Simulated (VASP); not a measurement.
**RbCl under changes of volume**

One of the cells (35.796 Å³/atom); the others are scaled copies at fixed shape and fractional positions:

```
CELL_PARAMETERS angstrom
0.00000 3.29568 3.29568
3.29568 0.00000 3.29568
3.29568 3.29568 0.00000
ATOMIC_POSITIONS crystal
Rb 0.00000 0.00000 0.00000
Cl 0.50000 0.50000 0.50000
```

| Item | Value |
| --- | --- |
| Program | VASP 6.6.1 |
| Functional | PBEsol |
| Potentials or basis | VASP PAW PBE potentials, release 64 (Rb_sv, Cl) |
| Cutoff | 520 eV |
| k mesh | 7 × 7 × 7 |
| Occupations | fermi-dirac, width 0.05 eV |
| Spin | no spin polarisation |

```csv
volume (Å³/atom),energy over the lowest point (meV/atom),pressure (GPa),gap on the mesh (eV)
32.989,?,?,?
33.690,2.64,0.7,5.01
34.392,0.18,0.3,4.95
35.796,0.00,-0.3,4.83
36.498,1.92,-0.6,4.78
37.200,4.97,-0.8,4.72
```

Problem. What does the run at 32.989 Å³/atom give?

Solution. Energy over the lowest point 6.96 meV/atom; pressure 1.2 GPa; gap on the mesh 5.08 eV.

Worked out: A Birch-Murnaghan fit of order 3 (a polynomial in V^(-2/3)) to the other rows has its minimum at 35.12 Å³/atom with B0 = V·E''(V) = 16.5 GPa and B' = 5.2. It gives 6.96 meV/atom at 32.989 Å³/atom, against the run's 6.96, and -dE/dV = 1.2 GPa, against 1.2. A straight line through the other rows of the gap, of slope -2.91 eV per unit of ln V (its deformation potential), extrapolates to 5.07 eV, against the run's 5.08.

Energies are extrapolated to zero smearing.

Caveats: the PAW data sets were made with another functional, which shifts forces and pressure a little; an odd mesh through Γ misses points on the zone boundary, where band edges often lie (some runs). Spin-orbit coupling on Rb is left out.
